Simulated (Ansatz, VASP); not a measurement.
**One calculation of BaH2, two programs**

```
Ba H
1.0
     4.12790    0.00000    0.00000
    -2.06395    3.57487    0.00000
     0.00000    0.00000    5.16912
Ba H
2 4
Direct
  0.66667 0.33333 0.75000
  0.33333 0.66667 0.25000
  0.33333 0.66667 0.75000
  0.66667 0.33333 0.25000
  0.00000 0.00000 0.50000
  0.00000 0.00000 0.00000
```

Alike in both runs: functional PBEsol; k mesh 6 × 6 × 4; occupations gaussian, width 0.1 eV; no spin polarisation.

Ansatz relaxed the structure, and its values are those at the end. VASP's run is a single point on that final structure, the one shown.

```csv
,VASP,Ansatz
version,VASP 6.6.1,Ansatz 0.2.0
potentials or method,"VASP PAW PBE potentials, release 64 (Ba_sv, H)","scalar-relativistic, plane waves, PAW"
plane-wave cutoff (eV),520,420
valence electrons in the cell,24,24
```

|  | VASP | Ansatz | Ansatz less VASP |
| --- | --- | --- | --- |
| gap on the k mesh at the Fermi level (eV) | 1.54 | 1.59 | +0.051 |
| least direct gap on the mesh (eV) | 2.13 | 2.25 | +0.122 |
| pressure (GPa) | 15.0 | 12.8 | -2.12 |

Caveats: the PAW data sets were made with another functional, which shifts forces and pressure a little (VASP); spin-orbit coupling is left out, which moves the levels of the heavy elements. A k mesh can miss the band edges. As with any semilocal functional, this PBEsol gap is likely too small.
